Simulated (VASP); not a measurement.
The system is GaP.

```
CELL_PARAMETERS angstrom
0.00000 2.72525 2.72525
2.72525 0.00000 2.72525
2.72525 2.72525 0.00000
ATOMIC_POSITIONS crystal
Ga 0.00000 0.00000 0.00000
P 0.25000 0.25000 0.25000
```

| Property | Result |
| --- | --- |
| Program | VASP 6.6.1 |
| Task | relaxation of cell and atoms |
| Functional | LDA |
| Potentials or basis | VASP PAW LDA potentials, release 64 (Ga_d, P) |
| Cutoff | 600 eV |
| k mesh | 8 × 8 × 8 |
| Occupations | gaussian, width 0.03 eV |
| Spin | no spin polarisation |

At the start: pressure -2.7 GPa; volume 20.24 Å³/atom.

Task: How do energy, volume and symmetry change on relaxing?

Result: Over 3 steps the energy falls by 5.4 meV/atom and the volume is 19.61 Å³/atom (-3.1 %); space group F-43m (No. 216, to 0.05 Å).

Step by step:
```
step  energy change (eV)  largest force (eV/Å)  pressure (GPa)  volume (Å³)
   1              0.0000                0.0000           -2.68        40.48
   2             -0.0073                0.0000            1.68        38.53
   3             -0.0108                0.0000           -0.07        39.22
```

Final structure:
```cif
data_structure
_symmetry_space_group_name_H-M 'P 1'
_symmetry_Int_Tables_number 1
_cell_length_a 3.8137
_cell_length_b 3.8137
_cell_length_c 3.8137
_cell_angle_alpha 60.000
_cell_angle_beta 60.000
_cell_angle_gamma 60.000
_cell_volume 39.22
loop_
_atom_site_label
_atom_site_type_symbol
_atom_site_fract_x
_atom_site_fract_y
_atom_site_fract_z
_atom_site_occupancy
Ga1 Ga 0.00000 0.00000 0.00000 1
P1 P 0.25000 0.25000 0.25000 1
```
